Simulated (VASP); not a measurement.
# NaI (F-43m) in VASP: further runs, part 2 of 3

VASP 6.6.1. The steps go on from the part before.

### Step 3. Electric field gradients, LDA (volume scaled by 0.96)

File INCAR:

```
PREC     = Accurate       # precision mode
ENCUT    = 520            # plane-wave cutoff, eV
EDIFF    = 1E-8           # SCF threshold, eV
ISMEAR   = -1             # smearing method
SIGMA    = 0.05           # smearing width, eV
LREAL    = F              # projectors in reciprocal space
LASPH    = T              # aspherical terms in the spheres
NELM     = 60             # most SCF steps
ALGO     = Normal         # electronic algorithm
ISIF     = 2              # what is computed and relaxed
LWAVE    = F              # write WAVECAR
LCHARG   = F              # write CHGCAR
LEFG     = T            
NBANDS   = 14             # bands
```

File KPOINTS:

```
Automatic mesh
0
Gamma
  10 10 10
```

File POSCAR:

```
NaI
1.0
    0.0000000000      3.5329756918      3.5329756918
    3.5329756918      0.0000000000      3.5329756918
    3.5329756918      3.5329756918      0.0000000000
Na I
1 1
Direct
    0.0000000000      0.0000000000      0.0000000000
    0.2500000000      0.2500000000      0.2500000000
```

Potentials or basis: VASP PAW LDA potentials, release 64 (Na_pv, I).

On the command line:

```sh
$ cat potpaw_LDA.64/Na_pv/POTCAR potpaw_LDA.64/I/POTCAR > POTCAR
$ mpirun -np 1 vasp_std > vasp.out
```

OUTCAR:

```text
PREC = Accurate
   ENCUT = 520
   EDIFF = 1E-8
   ISMEAR = -1
   LREAL = F
   LASPH = T
   NELM = 60
   ISIF = 2

 ion  position               nearest neighbor table
   1  0.000  0.000  0.000-   2 3.06   2 3.06   2 3.06   2 3.06
   2  0.250  0.250  0.250-   1 3.06   1 3.06   1 3.06   1 3.06

  LATTYP: Found a face centered cubic cell.
 ALAT       =     7.0659513836

  Lattice vectors:

 A1 = (   0.0000000000,   3.5329756918,   3.5329756918)
 A2 = (   3.5329756918,   0.0000000000,   3.5329756918)
 A3 = (   3.5329756918,   3.5329756918,   0.0000000000)

Analysis of symmetry for initial positions (statically):
=====================================================================
 Subroutine PRICEL returns:
 Original cell was already a primitive cell.

 Routine SETGRP: Setting up the symmetry group for a
 face centered cubic supercell.

 Subroutine GETGRP returns: Found 24 space group operations
 (whereof 24 operations were pure point group operations)
 out of a pool of 48 trial point group operations.

The static configuration has the point symmetry T_d .

Analysis of symmetry for dynamics (positions and initial velocities):
=====================================================================
 Subroutine PRICEL returns:
 Original cell was already a primitive cell.

 Routine SETGRP: Setting up the symmetry group for a
 face centered cubic supercell.

 Subroutine GETGRP returns: Found 24 space group operations
 (whereof 24 operations were pure point group operations)
 out of a pool of 48 trial point group operations.

The dynamic configuration has the point symmetry T_d .

 Subroutine INISYM returns: Found 24 space group operations
 (whereof 24 operations are pure point group operations),
 and found     1 'primitive' translations

----------------------------------------------------------------------------------------

                                     Primitive cell

  volume of cell :      88.1966

  direct lattice vectors                    reciprocal lattice vectors
     0.000000000  3.532975692  3.532975692    -0.141523759  0.141523759  0.141523759
     3.532975692  0.000000000  3.532975692     0.141523759 -0.141523759  0.141523759
     3.532975692  3.532975692  0.000000000     0.141523759  0.141523759 -0.141523759

  length of vectors
     4.996382139  4.996382139  4.996382139     0.245126341  0.245126341  0.245126341

  position of ions in fractional coordinates (direct lattice)
     0.000000000  0.000000000  0.000000000
     0.250000000  0.250000000  0.250000000

  ion indices of the primitive-cell ions
   primitive index   ion index
                 1           1
                 2           2

----------------------------------------------------------------------------------------

 KPOINTS: Automatic mesh

Automatic generation of k-mesh.
 Grid dimensions read from file:
 generate k-points for:   10   10   10

 Generating k-lattice:

  Cartesian coordinates                     Fractional coordinates (reciprocal lattice)
[... 82 lines left out ...]
  Fermi-wavevector in a.u.,A,eV,Ry     =   0.886408  1.675068 10.690351  0.785719
  Thomas-Fermi vector in A             =   2.007570
   LORBIT       =      0    0 simple, 1 ext, 2 COOP (PROOUT), +10 PAW based schemes
   GGA     = CA    functional components
   LHFCALC =     F    Hartree Fock is set to
   AEXX    =    0.0000 exact exchange contribution
   IVDW    =     0    specifies the selected vdW correction
   LEPSILON=     F    determine dielectric tensor
   LRPA    =     F    only Hartree local field effects (RPA)
 non-spin polarized calculation
  energy-cutoff  :      520.00
  volume of cell :       88.20
 maximum number of plane-waves:      2421
 NGX is ok and might be reduce to    40

 number of electron      14.0000005 magnetization

 Free energy of the ion-electron system (eV)
  ---------------------------------------------------
  ext. energy  EPLUGINS =         0.00000000
  ---------------------------------------------------
  free energy    TOTEN  =        -5.76877031 eV

  energy without entropy =       -5.76877031  energy(sigma->0) =       -5.76877031

 E-fermi :  -0.1223     XC(G=0):  -6.9370

 val. band max:       -1.2714473393   @ k =   0.0000   0.0000   0.0000
 cond. band min:       2.2431208763   @ k =   0.0000   0.0000   0.0000
 fundamental gap:      3.5145682156
 Fermi energy:        -0.1222877291

 k-point     1 :       0.0000    0.0000    0.0000
  band No.  band energies     occupation
      1     -23.3089      2.00000
      2     -23.3089      2.00000
      3     -23.3089      2.00000
      4     -11.7822      2.00000
      5      -1.2714      2.00000
      6      -1.2714      2.00000
      7      -1.2714      2.00000
      8       2.2431      0.00000
      9       6.4647      0.00000
     10       6.4647      0.00000
     11       6.4647      0.00000
     12       8.3312      0.00000
     13       8.3312      0.00000
     14       9.4405      0.00000
[... 377 lines left out ...]
      1     -23.3113      2.00000
      2     -23.3096      2.00000
      3     -23.3095      2.00000
      4     -11.6390      2.00000
      5      -2.2998      2.00000
      6      -1.6509      2.00000
      7      -1.5986      2.00000
      8       3.9543      0.00000
      9       5.0484      0.00000
     10       6.3120      0.00000
     11       7.7712      0.00000
     12       8.1694      0.00000
     13       9.8032      0.00000
     14      10.8270      0.00000

 [... further k-points ...]

------------------------ aborting loop because EDIFF is reached ----------------------------------------

  FORCE on cell =-STRESS in cart. coord.  units (eV):
  Direction    XX          YY          ZZ          XY          YZ          ZX
  --------------------------------------------------------------------------------------
  -------------------------------------------------------------------------------------
  Total       -0.4729244     -0.4729244     -0.4729244     -0.0000000     -0.0000000      0.0000000
  in kB       -8.5911306     -8.5911306     -8.5911306     -0.0000000     -0.0000000      0.0000000
  external PRESSURE =      -8.5911306 kB  Pullay stress =       0.0000000 kB

 VOLUME and BASIS-vectors are now :
 -----------------------------------------------------------------------------
  energy-cutoff  :      520.00
  volume of cell :       88.20
      direct lattice vectors                 reciprocal lattice vectors
     0.000000000  3.532975692  3.532975692    -0.141523759  0.141523759  0.141523759
     3.532975692  0.000000000  3.532975692     0.141523759 -0.141523759  0.141523759
     3.532975692  3.532975692  0.000000000     0.141523759  0.141523759 -0.141523759

 POSITION                                       TOTAL-FORCE (eV/Angst)
 -----------------------------------------------------------------------------------
      0.00000      0.00000      0.00000        -0.000000      0.000000     -0.000000
      1.76649      1.76649      1.76649         0.000000     -0.000000      0.000000
 -----------------------------------------------------------------------------------
    total drift:                                0.000000      0.000000      0.000000

  FREE ENERGIE OF THE ION-ELECTRON SYSTEM (eV)
  ---------------------------------------------------
  free  energy   TOTEN  =        -5.7687703079 eV

  energy  without entropy=       -5.7687703079  energy(sigma->0) =       -5.76877031

 Electric field gradients (V/A^2)
---------------------------------------------------------------------
 ion       V_xx      V_yy      V_zz      V_xy      V_xz      V_yz
---------------------------------------------------------------------
   1       0.000    -0.000     0.000    -0.002    -0.002    -0.002
   2       0.000     0.000    -0.000    -0.000    -0.000    -0.000
---------------------------------------------------------------------

 Electric field gradients after diagonalization (V/A^2)
 (convention: |V_zz| > |V_xx| > |V_yy|)
----------------------------------------------------------------------
 ion       V_xx      V_yy      V_zz     asymmetry (V_yy - V_xx)/ V_zz
----------------------------------------------------------------------
   1       0.002     0.002    -0.004       0.000
   2       0.000     0.000    -0.000       0.000
----------------------------------------------------------------------

           NMR quadrupolar parameters

 Cq : quadrupolar parameter    Cq=e*Q*V_zz/h
 eta: asymmetry parameters     (V_yy - V_xx)/ V_zz
 Q  : nuclear electric quadrupole moment in mb (millibarn)
----------------------------------------------------------------------
 ion       Cq(MHz)       eta       Q (mb)
----------------------------------------------------------------------
   1      -0.000       0.000       1.000
   2      -0.000       0.000       1.000
----------------------------------------------------------------------
```

Wall time 38 s (1 thread of Intel Xeon Platinum 8559C (Emerald Rapids), shared host); peak memory 0.22 GiB.

Results:

```
Free energy            : -5.7688 eV
Pressure               : -0.9 GPa
Band gap on the k mesh : 3.51 eV, direct
```

Levels at points of the mesh, in eV from the valence-band top:
| k point | band 3 | band 4 | band 5 | band 6 | band 7 | band 8 | band 9 | band 10 | band 11 | band 12 |
| --- | --- | --- | --- | --- | --- | --- | --- | --- | --- | --- |
| (0.00, 0.00, 0.00) | -22.04 | -10.51 | 0.00 | 0.00 | 0.00 | 3.51 | 7.74 | 7.74 | 7.74 | 9.60 |
| (0.50, 0.00, 0.00) | -22.04 | -10.38 | -1.30 | -0.14 | -0.14 | 5.16 | 7.43 | 7.49 | 7.49 | 10.26 |
| (0.50, 0.50, 0.00) | -22.04 | -10.33 | -1.20 | -0.42 | -0.42 | 4.91 | 5.99 | 8.79 | 10.18 | 10.18 |

Electric field gradients, principal values (V/Å²):
| atom | Vxx | Vyy | Vzz |
| --- | --- | --- | --- |
| 1 Na | 0.002 | 0.002 | -0.004 |
| 2 I | 0.000 | 0.000 | 0.000 |

Caveat: spin-orbit coupling is left out, which moves the levels of the heavy elements. A k mesh can miss the band edges.

### Step 4. Electric field gradients, LDA

File INCAR:

```
ALGO = Normal ; EDIFF = 1E-8
ENCUT = 520 ; ISIF = 2
ISMEAR = -1 ; LASPH = True
LCHARG = False ; LEFG = True
LREAL = False ; LWAVE = False
NBANDS = 14 ; NELM = 60
PREC = Accurate ; SIGMA = 0.05
```

File KPOINTS:

```
k-points
0
Gamma
  10 10 10
```

File POSCAR:

```
NaI
1.0
    0.0000000000      3.5813786338      3.5813786338
    3.5813786338      0.0000000000      3.5813786338
    3.5813786338      3.5813786338      0.0000000000
Na I
1 1
Direct
    0.0000000000      0.0000000000      0.0000000000
    0.2500000000      0.2500000000      0.2500000000
```

Potentials or basis: VASP PAW LDA potentials, release 64 (Na_pv, I).

On the command line:

```sh
$ cat potpaw_LDA.64/Na_pv/POTCAR potpaw_LDA.64/I/POTCAR > POTCAR
$ mpirun -np 1 vasp_std > vasp.out
```

OUTCAR:

```text
EDIFF = 1E-8
   ENCUT = 520
   ISIF = 2
   ISMEAR = -1
   LASPH = True
   LREAL = False
   NELM = 60
   PREC = Accurate

 ion  position               nearest neighbor table
   1  0.000  0.000  0.000-   2 3.10   2 3.10   2 3.10   2 3.10
   2  0.250  0.250  0.250-   1 3.10   1 3.10   1 3.10   1 3.10

  LATTYP: Found a face centered cubic cell.
 ALAT       =     7.1627572676

  Lattice vectors:

 A1 = (   0.0000000000,   3.5813786338,   3.5813786338)
 A2 = (   3.5813786338,   0.0000000000,   3.5813786338)
 A3 = (   3.5813786338,   3.5813786338,   0.0000000000)

Analysis of symmetry for initial positions (statically):
[... 622 lines left out ...]

 Electric field gradients (V/A^2)
---------------------------------------------------------------------
 ion       V_xx      V_yy      V_zz      V_xy      V_xz      V_yz
---------------------------------------------------------------------
   1      -0.000     0.000    -0.000    -0.002    -0.002    -0.002
   2      -0.000    -0.000    -0.000    -0.000    -0.000    -0.000
---------------------------------------------------------------------

 Electric field gradients after diagonalization (V/A^2)
 (convention: |V_zz| > |V_xx| > |V_yy|)
----------------------------------------------------------------------
 ion       V_xx      V_yy      V_zz     asymmetry (V_yy - V_xx)/ V_zz
----------------------------------------------------------------------
   1       0.002     0.002    -0.005       0.000
   2       0.000     0.000    -0.000       0.000
----------------------------------------------------------------------

           NMR quadrupolar parameters

 Cq : quadrupolar parameter    Cq=e*Q*V_zz/h
 eta: asymmetry parameters     (V_yy - V_xx)/ V_zz
 Q  : nuclear electric quadrupole moment in mb (millibarn)
----------------------------------------------------------------------
 ion       Cq(MHz)       eta       Q (mb)
----------------------------------------------------------------------
   1      -0.000       0.000       1.000
   2      -0.000       0.000       1.000
----------------------------------------------------------------------
```

stdout:

```text
POSCAR found type information on POSCAR NaI
 POSCAR found :  2 types and       2 ions
 scaLAPACK will be used
 LDA part: xc-table for (Slater(with rela. corr.)+CA(PZ))
 , standard interpolation
 POSCAR, INCAR and KPOINTS ok, starting setup
 FFT: planning ... GRIDC
 FFT: planning ... GRID_SOFT
 FFT: planning ... GRID
 WAVECAR not read
 entering main loop
ion   1

ion   2
```

Run time: 61 s. Hardware: 1 thread of Intel Xeon Platinum 8559C (Emerald Rapids), shared host; peak memory 0.22 GiB.

What came out:

* Free energy: -5.7450 eV
* Pressure: -1.2 GPa
* Band gap on the k mesh: 3.45 eV, direct

Electric field gradients, principal values (V/Å²):
| atom | Vxx | Vyy | Vzz |
| --- | --- | --- | --- |
| 1 Na | 0.002 | 0.002 | -0.005 |
| 2 I | 0.000 | 0.000 | 0.000 |

Caveat: spin-orbit coupling is left out, which moves the levels of the heavy elements. A k mesh can miss the band edges.

(Continued in part 3 of 3.)
